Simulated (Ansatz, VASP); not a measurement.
## CaO in VASP and in Ansatz

File INCAR:

```
SYSTEM = CaO
ALGO     = Normal         ! electronic algorithm
EDIFF    = 1E-6           ! SCF threshold, eV
ENCUT    = 520            ! plane-wave cutoff, eV
GGA      = PE             ! functional
ISIF     = 2              ! what is computed and relaxed
ISMEAR   = 0              ! smearing method
LASPH    = .TRUE.         ! aspherical terms in the spheres
LCHARG   = .FALSE.        ! write CHGCAR
LREAL    = .FALSE.        ! projectors in reciprocal space
LWAVE    = .FALSE.        ! write WAVECAR
NBANDS   = 42             ! bands
NELM     = 80             ! most SCF steps
PREC     = Accurate       ! precision mode
SIGMA    = 0.1            ! smearing width, eV
```

KPOINTS

```
k-points
0
G
  4 2 4
  0 0 0
```

The input POSCAR:

```
CaO
1.0
    1.6747839569     -2.9008109051      0.0000000000
   -5.0243518708     -2.9008109051      0.0000000000
    0.0000000000      1.9338739368     -5.8266790096
Ca O
4 4
Direct
    0.1233082042      0.7077694014      0.2466164084
    0.6233082042      0.2077694014      0.2466164084
    0.3775988436      0.7925329479      0.7551976873
    0.8775988436      0.2925329479      0.7551976873
    0.5016668667      0.5005556222      0.0033337334
    0.0016668667      0.0005556222      0.0033337334
    0.7474260805      0.9158086935      0.4948521609
    0.2474260805      0.4158086935      0.4948521609
```

Input for Ansatz:

```yaml
crystal:
  lattice:
    - [1.6747839569, -2.9008109051, 0.0]
    - [-5.0243518708, -2.9008109051, 0.0]
    - [0.0, 1.9338739368, -5.8266790096]
  atoms:
    - { symbol: Ca, position: [0.1233082042, 0.7077694014, 0.2466164084] }
    - { symbol: Ca, position: [0.6233082042, 0.2077694014, 0.2466164084] }
    - { symbol: Ca, position: [0.3775988436, 0.7925329479, 0.7551976873] }
    - { symbol: Ca, position: [0.8775988436, 0.2925329479, 0.7551976873] }
    - { symbol: O, position: [0.5016668667, 0.5005556222, 0.0033337334] }
    - { symbol: O, position: [0.0016668667, 0.0005556222, 0.0033337334] }
    - { symbol: O, position: [0.7474260805, 0.9158086935, 0.4948521609] }
    - { symbol: O, position: [0.2474260805, 0.4158086935, 0.4948521609] }
basis:
  ecutwfc: 420
kpoints:
  mp_grid: { grid: [4, 2, 4] }
hamiltonian:
  xc: pbe
scf:
  occupations: { method: gaussian, width: 0.1 }
  lower_state_search: "off"
output:
  forces: true
  stress: true
  eigenvalues: true
```

Alike in both runs: task single point; functional PBE; k mesh 4 × 2 × 4; occupations gaussian, width 0.1 eV; no spin polarisation.

|  | VASP | Ansatz |
| --- | --- | --- |
| version | VASP 6.6.1 | Ansatz 0.2.0 |
| potentials or method | VASP PAW PBE potentials, release 64 (Ca_sv, O) | scalar-relativistic, plane waves, PAW |
| plane-wave cutoff (eV) | 520 | 420 |
| valence electrons in the cell | 64 | 64 |

|  | VASP | Ansatz | Ansatz less VASP |
| --- | --- | --- | --- |
| gap on the k mesh at the Fermi level (eV) | 3.69 | 3.70 | +0.014 |
| least direct gap on the mesh (eV) | 3.88 | 3.90 | +0.013 |
| pressure (GPa) | 0.5 | 0.0 | -0.54 |
| rms of the force components (eV/Å) | 0.003 | 0.001 | -0.0020 |

Atom by atom the forces differ by 0.002 eV/Å (rms over components). The functional is the same, so the differences come from potentials, cutoffs and numerics.

Caveats: the k mesh is coarse (spacing up to 0.55 Å⁻¹), so the values aren't converged. A k mesh can miss the band edges.
